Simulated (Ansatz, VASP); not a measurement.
**One calculation of TiAl, two programs**

Contents of POSCAR:

```
TiAl
1.0
    2.9049934585      0.0000000000      0.0000000000
   -1.4524967293      2.5157984051      0.0000000000
    0.0000000000      0.0000000000      4.7396437833
Ti Al
1 1
Direct
    0.0000000000      0.0000000000      0.0000000000
    0.3333333333      0.6666666667      0.5000000000
```

Contents of INCAR.step1:

```
PREC = Accurate
ENCUT = 520
ISMEAR = -1
SIGMA = 0.15
LREAL = False
LASPH = True
NELM = 60
NBANDS = 14
GGA = PE
ALGO = Normal
EDIFF = 1E-4
LWAVE = True
LCHARG = False
```

The input INCAR.step2:

```
PREC = Accurate
ENCUT = 520
EDIFF = 1E-6
ISMEAR = -1
SIGMA = 0.15
LREAL = False
LASPH = True
NELM = 60
ALGO = Normal
ISIF = 2
LWAVE = False
LCHARG = True
METAGGA = R2SCAN
LMIXTAU = True
LELF = True
LVHAR = True
NBANDS = 14
ISTART = 1
```

KPOINTS

```
Automatic mesh
0
Gamma
  12 12 6
```

Input for Ansatz:

```yaml
crystal:
  lattice:
    - [2.904993458516249, 0.0, 0.0]
    - [-1.4524967292581246, 2.5157984051327658, 0.0]
    - [0.0, 0.0, 4.7396437833013065]
  atoms:
    - { symbol: Ti, position: [0.0, 0.0, 0.0] }
    - { symbol: Al, position: [0.3333333333333333, 0.6666666666666666, 0.5] }
basis:
  ecutwfc: 600.0
kpoints:
  mp_grid:
    grid: [12, 12, 6]
hamiltonian:
  xc: r2scan
scf:
  convergence:
    dr2_threshold: 1.0e-10
  occupations:
    method: fermi_dirac
    width: 0.15
output:
  stress: true
```

The cell comes from a database or a generator and needn't be the stable form of this composition.

Alike in both runs: task single point; functional r2SCAN; k mesh 12 × 12 × 6; occupations fermi-dirac, width 0.15 eV; no spin polarisation.

```csv
,VASP,Ansatz
version,VASP 6.6.1,Ansatz 0.2.0
potentials or method,"VASP PAW PBE potentials, release 64 (Ti_sv, Al)","plane waves, PAW"
plane-wave cutoff (eV),520,600
valence electrons in the cell,15,15
```

Ansatz gave:

| Quantity | Value |
| --- | --- |
| pressure (GPa) | -4.8 |
| largest component of the traceless stress (GPa) | 2.11 |

**Question.** Which values does VASP return?

**Answer.** Pressure (GPa): -4.8; largest component of the traceless stress (GPa): 2.10.

Caveats: the PAW data sets were made with another functional, which shifts forces and pressure a little (VASP).
